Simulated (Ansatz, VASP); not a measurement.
# Two plane-wave programs on RbH3

```xyz
4
Lattice="2.2241 -3.6502 0.0000 2.2241 3.6502 0.0000 0.0000 0.0000 3.6002" Properties=species:S:1:pos:R:3 pbc="T T T"
Rb    0.0000    0.0000    2.3154
H     2.2241   -1.0485    0.5192
H     2.2241    1.0485    0.5192
H     2.2241    0.0000    4.1207
```

Alike in both runs: functional PBE; k mesh 4 × 4 × 6; occupations gaussian, width 0.1 eV; no spin polarisation.

Ansatz relaxed the structure, and its values are those at the end. VASP's run is a single point on that final structure, the one shown.

|  | VASP | Ansatz |
| --- | --- | --- |
| version | VASP 6.6.1 | Ansatz 0.2.0 |
| potentials or method | VASP PAW PBE potentials, release 64 (Rb_sv, H) | scalar-relativistic, plane waves, PAW |
| plane-wave cutoff (eV) | 520 | 420 |
| valence electrons in the cell | 12 | 12 |

|  | VASP | Ansatz | Ansatz less VASP |
| --- | --- | --- | --- |
| gap on the k mesh at the Fermi level (eV) | 0.93 | 0.93 | -0.001 |
| least direct gap on the mesh (eV) | 0.93 | 0.93 | -0.001 |
| pressure (GPa) | 0.0 | 0.1 | +0.06 |
| rms of the force components (eV/Å) | 0.003 | 0.006 | +0.0021 |

A k mesh can miss the band edges.
